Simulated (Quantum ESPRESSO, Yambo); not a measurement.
# AlN (F-43m): G0W0 with Yambo, start to end, part 2 of 3

Wanted: ground state, empty states, screening and self-energy for AlN (F-43m).

Quantum ESPRESSO 7.5 and Yambo 5.3.0; PBE and many-body steps on it, plane waves. Known limits of the many-body steps: not at the basis limit; coarse k mesh.

So far. Step 2 (Ground state): The gap is indirect, with the least direct gap 0.87 eV higher. Step 3 (Bands along the symmetry lines): The gap is 3.325 eV, as in the run before at this level.

### 4. Empty states on the mesh, 4×4×4 mesh, 51 bands

Level of this step: DFT, PBE, plane waves, norm-conserving pseudopotentials (Quantum ESPRESSO).

The sums over transitions need many empty states on a uniform mesh; this step solves for them.

File pw.in:

```
&control
  calculation = 'nscf'
  prefix = 'x'
  outdir = 'o'
  pseudo_dir = 'pseudo'
/
&system
  ibrav = 0
  nat = 2
  ntyp = 2
  ecutwfc = 72.0
  nbnd = 51
  force_symmorphic = .true.
/
&electrons
  conv_thr = 1e-9
  electron_maxstep = 80
  diago_full_acc = .true.
  diago_thr_init = 5e-6
/
ATOMIC_SPECIES
  Al 26.982 Al.upf
  N 14.007 N.upf
CELL_PARAMETERS angstrom
  -0.0000000000 2.1839935596 2.1839935596
  2.1839935596 -0.0000000000 2.1839935596
  2.1839935596 2.1839935596 -0.0000000000
ATOMIC_POSITIONS crystal
  Al 0.0000000000 0.0000000000 0.0000000000
  N 0.7500000000 0.7500000000 0.7500000000
K_POINTS automatic
  4 4 4 0 0 0
```

Started as:

```sh
$ OMP_NUM_THREADS=1 mpirun -n 8 pw.x -nk 4 -in pw.in > pw.out
```

Log:

```text
[banner, memory and clock lines left out]
Program PWSCF v.7.5 starts

     Atomic positions and unit cell read from directory:
     o/x.save/

     Message from routine setup:
     using ibrav=0 with symmetry is DISCOURAGED, use correct ibrav instead

     bravais-lattice index     =            0
     lattice parameter (alat)  =       5.8367  a.u.
     unit-cell volume          =     140.5985 (a.u.)^3
     number of atoms/cell      =            2
     number of atomic types    =            2
     number of electrons       =         8.00
     number of Kohn-Sham states=           51
     kinetic-energy cutoff     =      72.0000  Ry
     charge density cutoff     =     288.0000  Ry
     Exchange-correlation= PBE
                           (   1   4   3   4   0   0   0)

     celldm(1)=   5.836671  celldm(2)=   0.000000  celldm(3)=   0.000000
     celldm(4)=   0.000000  celldm(5)=   0.000000  celldm(6)=   0.000000

     crystal axes: (cart. coord. in units of alat)
               a(1) = (  -0.000000   0.707107   0.707107 )
               a(2) = (   0.707107  -0.000000   0.707107 )
               a(3) = (   0.707107   0.707107  -0.000000 )

     reciprocal axes: (cart. coord. in units 2 pi/alat)
               b(1) = ( -0.707107  0.707107  0.707107 )
               b(2) = (  0.707107 -0.707107  0.707107 )
               b(3) = (  0.707107  0.707107 -0.707107 )
     Pseudo is Norm-conserving + core correction, Zval =  3.0
     Generated using ONCVPSP code by D. R. Hamann
     Using radial grid of 1876 points,  6 beta functions with:
     Pseudo is Norm-conserving + core correction, Zval =  5.0
     Generated using ONCVPSP code by D. R. Hamann
     Using radial grid of 1058 points,  4 beta functions with:
     Al                3.00    26.98200     Al( 1.00)
     N                 5.00    14.00700     N ( 1.00)

     24 Sym. Ops. (no inversion) found

   Cartesian axes

     site n.     atom                  positions (alat units)
         1        Al     tau(   1) = (   0.0000000   0.0000000   0.0000000  )
         2        N      tau(   2) = (   1.0606602   1.0606602   1.0606602  )

     number of k points=     8
                       cart. coord. in units 2pi/alat
        k(    1) = (   0.0000000   0.0000000   0.0000000), wk =   0.0312500
        k(    2) = (   0.1767767   0.1767767  -0.1767767), wk =   0.2500000
        k(    3) = (  -0.3535534  -0.3535534   0.3535534), wk =   0.1250000
[...]
k(    7) = (  -0.7071068   0.0000000   0.0000000), wk =   0.0937500
        k(    8) = (  -0.7071068   0.3535534   0.0000000), wk =   0.1875000

     Dense  grid:    11575 G-vectors     FFT dimensions: (  32,  32,  32)

     The potential is recalculated from file :
     o/x.save/charge-density

     Starting wfcs are    8 randomized atomic wfcs +   43 random wfcs

     Band Structure Calculation

     End of band structure calculation

          k = 0.0000 0.0000 0.0000 (  1459 PWs)   bands (ev):

    -8.0106   6.9565   6.9565   6.9565  11.1486  19.5460  19.5460  19.5460
    24.7019  24.7019  26.0437  26.0437  26.0437  28.1059  33.0105  41.4952
    41.4952  41.4952  51.7409  51.7409  51.7409  53.4070  53.4070  57.3821
[...]
84.5552  84.5552  87.5365

          k = 0.1768 0.1768-0.1768 (  1447 PWs)   bands (ev):

[...]
91.8324  91.8324  92.3060

          k =-0.3536-0.3536 0.3536 (  1458 PWs)   bands (ev):

[...]
66.7775  71.3619  72.8126  74.8721  74.8721  77.2795  77.2795  78.2690
    82.0128  85.8657  85.8657  88.7863  88.7863  91.6992  91.6992  92.8200
    93.8518  93.8518  94.5716

          k = 0.3536 0.0000 0.0000 (  1475 PWs)   bands (ev):

     [... further k-points ...]

     highest occupied, lowest unoccupied level (ev):     6.9565   10.2814

     XML data file, pseudopotentials, collected wavefunctions
```

The job ended after 1.4 s (8 MPI ranks of Intel Xeon at 2.60GHz (Ice Lake), shared host; peak memory 0.05 GiB).

This step gave:

- gap: 3.325 eV
- k of the valence top: 0, 0, 0
- k of the conduction bottom: 0, -0.5, -0.5
- least direct gap: 4.192 eV
- k points computed: 8
- lowest point of the top converged band, above the valence top: 80.5799 eV

On this mesh the gap is 3.325 eV.

### 5. Conversion and set-up

This step: Yambo 5.3.0; conversion and set-up on PBE, plane waves, norm-conserving pseudopotentials.

The states are converted to the many-body program's format and the q mesh is built.

Started as:

```sh
$ (cd o/x.save; p2y > p2y.log; mv SAVE ../..); yambo > setup.log
```

Log:

```text
 Yambo, version 5.3.0

 [02] CORE Variables Setup
 =========================

  [02.01] Unit cells
  ==================

  Cell kind             :  FCC
  Atoms in the cell     :  Al  N
  number of Al atoms    :  1
  number of N  atoms    :  1

  List of atomic masses
  Mass of Al    :  26.98200
  Mass of N     :  14.00700

  List of atomic coordinates    : [cc]
  Al1       :  0.000000  0.000000  0.000000  order 1
  N1       :  6.190725  6.190725  6.190725  order 2

  Alat factors          :  4.127150  4.127150  4.127150 [a.u.]
  Direct lattice volume :  140.5985 [a.u.]
  Direct lattice vectors:  A[ 1 ]  A[ 2 ]  A[ 3 ]
   A[ 1 ]: -0.000000  1.000000  1.000000  [iru]
  -0.000000  4.127150  4.127150  [cc]
   A[ 2 ]:  1.000000 -0.000000  1.000000  [iru]
   4.127150 -0.000000  4.127150  [cc]
   A[ 3 ]:  1.000000  1.000000 -0.000000  [iru]
   4.127150  4.127150 -0.000000  [cc]

  Recip. lattice volume :  1.764245 [a.u.]
  Recip. lattice vectors:  B[ 1 ]  B[ 2 ]  B[ 3 ]
   B[ 1 ]: -0.500000  0.500000  0.500000  [iku]
  -0.761202  0.761202  0.761202  [cc]
   B[ 2 ]:  0.500000 -0.500000  0.500000  [iku]
   0.761202 -0.761202  0.761202  [cc]
   B[ 3 ]:  0.500000  0.500000 -0.500000  [iku]
   0.761202  0.761202 -0.761202  [cc]

  [02.02] Symmetries
  ==================

  Inversion symmetry    : yes
  Spatial inversion     : no
  Inversion index       :  25
  K-space Time-reversal : yes
  Magnetic symmetries   : no
  Time-reversal derived K-space symmetries:   25   48
  Group table correct   : yes
  Symmetries units      :  [cc]

   [S  1]:   1.0000     -0.16624E-17 -0.16624E-17 -0.16624E-17   1.0000      0.16624E-17  0.16624E-17  0.16624E-17   1.0000
   [S  2]:  -1.0000      0.16624E-17 -0.16624E-17  0.16624E-17  -1.0000      0.16624E-17 -0.16624E-17 -0.16624E-17   1.0000
   [S  3]:  -1.0000     -0.16624E-17  0.16624E-17  0.16624E-17   1.0000     -0.16624E-17 -0.16624E-17  0.16624E-17  -1.0000
[...]
[S  9]: -0.16624E-17   1.0000     -0.16624E-17  0.16624E-17 -0.16624E-17   1.0000       1.0000      0.16624E-17  0.16624E-17
   [S 10]: -0.16624E-17  -1.0000      0.16624E-17  0.16624E-17  0.16624E-17  -1.0000       1.0000     -0.16624E-17 -0.16624E-17
     [... 36 further rows ...]
   [S*47]:   1.0000     -0.16624E-17  0.16624E-17 -0.16624E-17  0.16624E-17  -1.0000      0.16624E-17   1.0000     -0.16624E-17
   [S*48]:   1.0000      0.16624E-17 -0.16624E-17 -0.16624E-17 -0.16624E-17   1.0000      0.16624E-17  -1.0000      0.16624E-17

  [02.03] Reciprocal space
  ========================

  nG shells         :  167
  nG charge         :  11575
  nG WFs            :  1905
  nC WFs            :  1475
  G-vecs. in first 16 shells:  [ Number ]
     1    9   15   27   51   59   65   89  113
   137  169  181  229  259  283  307
  ...
  Shell energy in first 16 shells:  [ mHa ]
[...]
K lattice UC volume  :  0.027566 [a.u.]

  IBZ K-points                                      :   8
  BZ  K-points                                      :   64

  K/Q-points units:
  rlu = crystal or reduced units; cc = cartesian coordinates; iku = interal k-units

  K [1]          [rlu]:  0.000000  0.000000  0.000000
         WF components:  1459
  K [2]          [rlu]: -0.52978E-17 -0.52978E-17  0.25000
         WF components:  1447
  K [3]          [rlu]:  0.10596E-16  0.10596E-16 -0.50000
         WF components:  1458
  K [4]          [rlu]: -0.17136E-17  0.25000      0.25000
         WF components:  1475
  K [5]          [rlu]:  0.71862E-17  0.25000     -0.50000
         WF components:  1461
  [... 2 further k-points ...]
  K [8]          [rlu]:  0.250000 -0.500000 -0.250000
         WF components:  1448

  [02.05] Energies & Occupations
  ==============================

  [X] === General ===
  [X] Electronic Temperature                        :  0.000000  0.000000 [eV K]
  [X] Bosonic    Temperature                        :  0.000000  0.000000 [eV K]
  [X] Finite Temperature mode                       : no
  [X] El. density                                   :  0.38398E+24 [cm-3]
  [X] Fermi Level                                   :  6.956541 [eV]

  [X] === Gaps and Widths ===
  [X] Conduction Band Min                           :  3.324859 [eV]
  [X] Valence Band Max                              :  0.000000 [eV]
  [X] Filled Bands                                  :   4
  [X] Empty Bands                                   :    5   51
  [X] Direct Gap                                    :  4.192097 [eV]
  [X] Direct Gap localized at k                     :  1
  [X] Indirect Gap                                  :  3.324859 [eV]
  [X] Indirect Gap between kpts                     :   1   7
  [X] Last valence band width                       :  2.697200 [eV]
  [X] 1st conduction band width                     :  4.489928 [eV]

  E @ K [1]:  [eV]
   -14.9671    -0.826643E-8 -0.156355E-8   0.00000      4.19210      12.5894      12.5894      12.5894
  occ @ K [1]
   2.000000  2.000000  2.000000  2.000000  0.000000  0.000000  0.000000  0.000000
  E @ K [2]:  [eV]
  -14.11652  -3.25771  -0.25553  -0.25553   6.45187  10.97736  12.34939  12.34939
  occ @ K [2]
[...]
E @ K [3]:  [eV]
[...]
occ @ K [3]
[...]
E @ K [4]:  [eV]
[...]
occ @ K [4]
[...]
E @ K [5]:  [eV]
[...]
occ @ K [5]
[...]
[... 2 further k-points ...]
  E @ K [8]:  [eV]
  -12.22523  -3.77424  -3.43625  -2.69720   6.04839  11.44788  11.98020  12.16006
  occ @ K [8]
   2.000000  2.000000  2.000000  2.000000  0.000000  0.000000  0.000000  0.000000

 [03] Transferred momenta grid and indexing
 ==========================================

 IBZ Q-points                                      :   8
 BZ  Q-points                                      :   64

 K/Q-points units:
 rlu = crystal or reduced units; cc = cartesian coordinates; iku = interal k-units

 Q [1]          [rlu]:  0.000000  0.000000  0.000000
 Q [2]          [rlu]: -0.52978E-17 -0.52978E-17  0.25000
 Q [3]          [rlu]:  0.10596E-16  0.10596E-16 -0.50000
[...]
Q [7]          [rlu]:  0.39890E-16 -0.50000     -0.50000
 Q [8]          [rlu]:  0.250000 -0.500000 -0.250000

  [03.01] X indexes
  =================

   [03.01.01] Sigma indexes
   ========================

 [06] Game Over & Game summary
```

Elapsed: 2.3 s, on 1 MPI rank; peak memory 0.24 GiB.

(Part 2 of 3 ends here.)

[Paths, hosts, dates, memory and timing lines, banners, echoed tables and standing remarks are left out of the program output.]

[Logs are printed without paths, hosts, clocks, repeated set-up lines and the standing remarks that a program may print on its own settings, such as how far it seeks lower states.]

[Runs of the session that timed out or met a known fault of the program may be left out.]

[Hosts, paths, dates, database ids (printed as entryN), source tags and the programs' standing remarks are cut or masked in the printed files.]
